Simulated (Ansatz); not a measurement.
The system is TiSe.

```
CELL_PARAMETERS angstrom
4.17836 0.00000 0.00000
0.00000 4.17836 0.00000
0.00000 0.00000 5.98442
ATOMIC_POSITIONS crystal
Se 0.00000 0.50000 0.76056
Se 0.50000 0.00000 0.23944
Ti 0.00000 0.00000 0.00000
Ti 0.50000 0.50000 0.00000
```

The cell comes from a database or a generator and needn't be the stable form of this composition.

- Program: Ansatz 0.2.0
- Task: relaxation of cell and atoms
- Functional: r2SCAN
- Potentials or basis: Ansatz PAW
- Cutoff: 500 eV (not typed: the program's choice for these potentials)
- k mesh: 7 × 7 × 5
- Occupations: fermi-dirac, width 0.05 eV
- Spin: no spin polarisation
- Hubbard terms: Ti d U = 2 eV

At the start: volume 26.12 Å³/atom.

Task: Where does the relaxation end?

Result: It ends after 6 steps and the volume is 25.11 Å³/atom (-3.9 %); space group P4/nmm (No. 129, to 0.05 Å).

The path:
```
step  energy change (eV)  largest force (eV/Å)  volume (Å³)
   1              0.0000                0.2326       104.48
   2             -0.0093                0.0709       101.81
   3             -0.0110                0.0185       101.79
   4             -0.0121                0.0101       100.94
   5             -0.0123                0.0047       100.44
   6             -0.0115                0.0045       100.44
```

Final structure:
```yaml
crystal:
  lattice:
    - [4.16826, 0.00000, 0.00000]
    - [0.00000, 4.16826, 0.00000]
    - [0.00000, 0.00000, 5.78116]
  atoms:
    - { symbol: Se, position: [0.00000, 0.50000, 0.74795] }
    - { symbol: Se, position: [0.50000, 0.00000, 0.25205] }
    - { symbol: Ti, position: [0.00000, 0.00000, 0.00000] }
    - { symbol: Ti, position: [0.50000, 0.50000, 0.00000] }
```

Caveat: the plane-wave basis is chosen anew once the cell has moved, so the energies of steps on either side of that aren't comparable; U without spin polarisation on a metal has little footing; the PAW data sets come from PBE, with cores solved anew for the run's functional, which leaves a small shift of forces and pressure.
